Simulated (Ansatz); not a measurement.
# BaTe: the cost of one run

Computed with Ansatz 0.2.0 (DFT PBE, scalar-relativistic, plane waves, PAW, unless a step's input says otherwise).

**1. The structure to begin with**

The structure is hexagonal, space group P-6m2 (No. 187). Conventional cell: a = 4.294 Å, b = 4.294 Å, c = 4.255 Å, α = 90.00°, β = 90.00°, γ = 120.00°. Around Ba (site symmetry -6m2) lie 6 Te at 3.27 Å. Te (site symmetry -6m2) has 6 Ba at 3.27 Å as nearest neighbours.

Structure file:

```xyz
2
Lattice="4.2941 0.0000 0.0000 -2.1470 3.7188 0.0000 0.0000 0.0000 4.2545" Properties=species:S:1:pos:R:3 pbc="T T T"
Ba    0.0000    2.4792    2.1273
Te    0.0000    0.0000    0.0000
```

A structure generator made this guess: species swapped into a database cell of LuTe (P-6m2, No. 187), with Ba on the Lu sites. Lengths come from tabulated atomic sizes and are only a guess.

**2. Probe: one point on a coarse mesh**

input.yaml

```yaml
crystal:
  lattice:
    - [4.29408006, 0.0, 0.0]
    - [-2.14704003, 3.71878242, 0.0]
    - [0.0, 0.0, 4.254541]
  atoms:
    - { symbol: Ba, position: [0.33333333, 0.66666667, 0.5] }
    - { symbol: Te, position: [0.0, 0.0, 0.0] }
basis:
  ecutwfc: 420
kpoints:
  mp_grid: { grid: [6, 6, 4] }
hamiltonian:
  xc: pbe
scf:
  occupations: { method: gaussian, width: 0.1 }
  lower_state_search: "off"
output:
  forces: true
  stress: true
  eigenvalues: true
```

Launch:

```bash
$ ansatz run input.yaml --threads 1 --pin off --max-ram 2048MiB --backend cpu --events-out ev --progress --plain --runs-dir out
```

Q: Estimate wall time and peak memory on 1 thread of Arm Neoverse V2, shared host.

About 2.4 s, with a peak of 0.32 GiB.
